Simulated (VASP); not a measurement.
Wanted: the native input for a VASP 6.6.1 run.

- Task: single point
- Functional: HSE06
- Potentials or basis: VASP PAW PBE potentials, release 64 (Ga_d, N)
- Cutoff: 520 eV
- k mesh: 8 × 8 × 8
- Occupations: gaussian, width 0.02 eV
- Spin: spin-orbit coupling, no magnetisation
- Ladder: gaps
- Grid for exact exchange (PRECFOCK): Fast
- Screening parameter: 0.2 1/A
- Further INCAR settings: ALGO = Normal; EDIFF = 1e-07; NBANDS = 30

The system is GaN.

```
Ga N
1.0
     0.00000    2.25350    2.25350
     2.25350    0.00000    2.25350
     2.25350    2.25350    0.00000
Ga N
1 1
Direct
  0.00000 0.00000 0.00000
  0.25000 0.25000 0.25000
```

The cell is a database's computed one.

One way to write it, as run:

POSCAR

```
GaN
1.0
    0.0000000000      2.2535006075      2.2535006075
    2.2535006075      0.0000000000      2.2535006075
    2.2535006075      2.2535006075      0.0000000000
Ga N
1 1
Direct
    0.0000000000      0.0000000000      0.0000000000
    0.2500000000      0.2500000000      0.2500000000
```

INCAR.step1

```
SYSTEM = GaN
ALGO     = Normal         ! electronic algorithm
EDIFF    = 1E-5           ! SCF threshold, eV
ENCUT    = 520            ! plane-wave cutoff, eV
GGA      = PE             ! functional
GGA_COMPAT= .False.      
ISIF     = 2              ! what is computed and relaxed
ISMEAR   = 0              ! smearing method
KPAR     = 4            
LASPH    = .True.         ! aspherical terms in the spheres
LCHARG   = .False.        ! write CHGCAR
LORBIT   = 11             ! projections on sites
LREAL    = .False.        ! projectors in reciprocal space
LSORBIT  = .True.         ! spin-orbit coupling
LWAVE    = .True.         ! write WAVECAR
MAGMOM   = 0 0 0 0 0 0    ! initial moments
NBANDS   = 30             ! bands
NELM     = 80             ! most SCF steps
PREC     = Accurate       ! precision mode
SIGMA    = 0.02           ! smearing width, eV
```

INCAR.step2

```
SYSTEM = GaN
ALGO     = Normal         ! electronic algorithm
EDIFF    = 1E-7           ! SCF threshold, eV
ENCUT    = 520            ! plane-wave cutoff, eV
GGA      = PE             ! functional
GGA_COMPAT= .False.      
HFSCREEN = 0.2            ! screening, 1/A
ISIF     = 2              ! what is computed and relaxed
ISMEAR   = 0              ! smearing method
ISTART   = 1            
KPAR     = 4            
LASPH    = .True.         ! aspherical terms in the spheres
LCHARG   = .False.        ! write CHGCAR
LHFCALC  = .True.         ! exact exchange
LORBIT   = 11             ! projections on sites
LREAL    = .False.        ! projectors in reciprocal space
LSORBIT  = .True.         ! spin-orbit coupling
LWAVE    = .False.        ! write WAVECAR
MAGMOM   = 0 0 0 0 0 0    ! initial moments
NBANDS   = 30             ! bands
NELM     = 80             ! most SCF steps
PREC     = Accurate       ! precision mode
PRECFOCK = Fast         
SIGMA    = 0.02           ! smearing width, eV
```

KPOINTS

```
k-points
0
Gamma
  8 8 8
  0 0 0
```

Potentials or basis: VASP PAW PBE potentials, release 64 (Ga_d, N).

Run with:

```sh
$ cat potpaw_PBE.64/Ga_d/POTCAR potpaw_PBE.64/N/POTCAR > POTCAR
$ cp INCAR.step1 INCAR
$ mpirun -np 4 vasp_ncl > vasp.out
$ cp INCAR.step2 INCAR
$ mpirun -np 4 vasp_ncl > vasp.out
```

It gave:

| Quantity | Value |
| --- | --- |
| Pressure | -1.3 GPa |
| Valence electrons inside the program's atomic spheres | Ga 11.85; N 3.76 |

Caveat: the PAW data sets were made with another functional, which shifts forces and pressure a little.

Wall time 96 min on 4 MPI ranks on Intel(R) Xeon(R) Platinum 8488C (Sapphire Rapids), on a shared host, peak memory 0.35 GiB a rank.
